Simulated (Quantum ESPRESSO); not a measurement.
Runs of Quantum ESPRESSO 7.5 on Rb. The structure is cubic, space group Im-3m (No. 229). Conventional cell: a = 5.605 Å, b = 5.605 Å, c = 5.605 Å, α = 90.00°, β = 90.00°, γ = 90.00°. 

```tsv
task	level	potentials or basis	cell	k mesh	cutoff (eV)	smearing	form of the LDA correlation	q mesh	gap on the mesh (eV)	pressure (GPa)
band structure	LDA	PseudoDojo 0.4.1 SR LDA standard	as given	7 × 7 × 7	571	fermi-dirac 0.05 eV	PW92	-	none	(a)
phonon dispersion	PBEsol	PseudoDojo 0.4.1 SR PBEsol standard	relaxed	8 × 8 × 8	626	cold 0.2 eV	-	2 × 2 × 2	none	0.0
single point	PBE	SSSP 1.3 efficiency PBE	as given	7 × 7 × 7	816	fermi-dirac 0.05 eV	-	-	none	0.1
phonons	PBEsol	PseudoDojo 0.4.1 SR PBEsol standard	relaxed	7 × 7 × 7	626	cold 0.272 eV	-	-	none	0.0
```

Alike in all rows: no spin polarisation.

**Question.** Estimate the missing entries.

**Answer.** (a) -0.4.

Caveats: the q point doesn't lie on the k mesh, which can shift a metal's frequencies strongly unless the mesh is converged (some runs).

A k mesh can miss the band edges, and the runs leave out spin-orbit coupling on Rb.

A gap of «none» marks a metal or a gap under the smearing width.

Not every run made on this cell is shown here.
